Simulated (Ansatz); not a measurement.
```
CELL_PARAMETERS angstrom
      4.97276     0.00000     0.00000
     -2.48638     4.30653     0.00000
      0.00000     0.00000     5.65711
ATOMIC_POSITIONS crystal
  Ge 0.44979 0.00000 0.33333
  Ge 0.00000 0.44979 0.66667
  Ge 0.55021 0.55021 0.00000
  O  0.39509 0.30465 0.24449
  O  0.69535 0.09044 0.57782
  O  0.90956 0.60491 0.91116
  O  0.09044 0.69535 0.42218
  O  0.30465 0.39509 0.75551
  O  0.60491 0.90956 0.08884
```

No spin polarisation.

Level of theory: Ansatz (a first-principles code) r2SCAN, no spin-orbit coupling. Γ-centred 8×8×6 mesh, Fermi–Dirac width 0.05 eV.

Question: What is the computed pressure (mean of the normal stresses, compression positive)?

Answer: 0.41 GPa.

Question: What is the computed band gap?

Answer: 4.23 eV.

Question: What is the computed gap character?

Answer: Indirect, K → Γ.

Question: Predict the width of the top valence band.

Answer: 0.23 eV.

The cells carry an imposed strain or load. Stability against distortions was not tested. The cell was made from GeO₂ (space group P3_121, No. 152) by this change: isotropic strain −0.32 %.
